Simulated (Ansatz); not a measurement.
Run this with Ansatz 0.2.0, Python API and show what comes out.

`fdcheck_cs.py`:
```python
'''Forces and pressure of Cs against finite differences of the energy with displaced atoms.'''

import warnings

import ansatz as az
import numpy as np

XC = 'r2SCAN'
SIGMA = 0.15
CUTOFF = 650
MESH = (4, 5, 5)
TOLERANCE = 1e-09

vectors0 = np.array([
    [3.25394, -4.55246, 0.01102],
    [2.95688, 4.34573, -0.0882],
    [-2.70504, 0.03768, 4.41234],
])
sites = [
    ('Cs', (0.0, 0.0, 0.5)),
]


def crystal_on(cell):
    crystal = az.Crystal(lattice=az.Lattice.of(cell))
    for symbol, position in sites:
        crystal = crystal.atom(symbol, position)
    return crystal

warnings.simplefilter('ignore', az.DeckWarning)

def solve(crystal):
    return (
        crystal.calculation()
        .functional(XC)
        .occupations(az.OccupationsMethod.FERMI_DIRAC, width=SIGMA)  # the run then minimises F = E - TS
        .eigensolver('auto', full_accuracy=True)
        .basis(CUTOFF, xc_grid=2)  # plane waves up to this kinetic energy
        .kpoints(*MESH)
        .scf(tolerance=TOLERANCE)
        .forces()
        .stress()  # GPa
        .run(threads=1)
    ).report


centre = solve(crystal_on(vectors0))
start = crystal_on(vectors0)
# move one atom both ways along a Cartesian axis
# P = -dF/dV; the difference feels the change of the plane-wave count with the cell
volume = abs(np.linalg.det(vectors0))
larger, smaller = (solve(crystal_on(vectors0 * (1 + sign * 0.005) ** (1 / 3)))['lagrangian_ev'] for sign in (1, -1))
numerical = -(larger - smaller) / (0.01 * volume) * 160.21766
print(f'pressure: analytic {np.trace(centre["stress_gpa"]) / 3:.3f}, numerical {numerical:.3f} GPa')
```

```console
$ python fdcheck_cs.py
pressure: analytic 0.039, numerical 0.039 GPa
```

Notes:
- The settings weren't tested for convergence.
- The mesh is modest for a metal, so energies can be off by several to tens of meV an atom and pressures by half a GPa or more; differences at equal mesh fare better.
- A Fermi-Dirac width this large means warm electrons, whose thermal share enters the free energy.
- The program warned that this SCF threshold is loose for forces or stresses.
- Pressure is positive in compression.
- The cell is a database structure, distorted on purpose.
- The central difference errs as the square of the step, so the shorter step is the fairer test; what remains comes from the finite grid and the SCF threshold.
- The script silences the warnings on its input, which a real study should read.
- The whole script took 53 s on 1 thread of Arm Neoverse V1, on a shared host, peak memory 0.57 GiB.
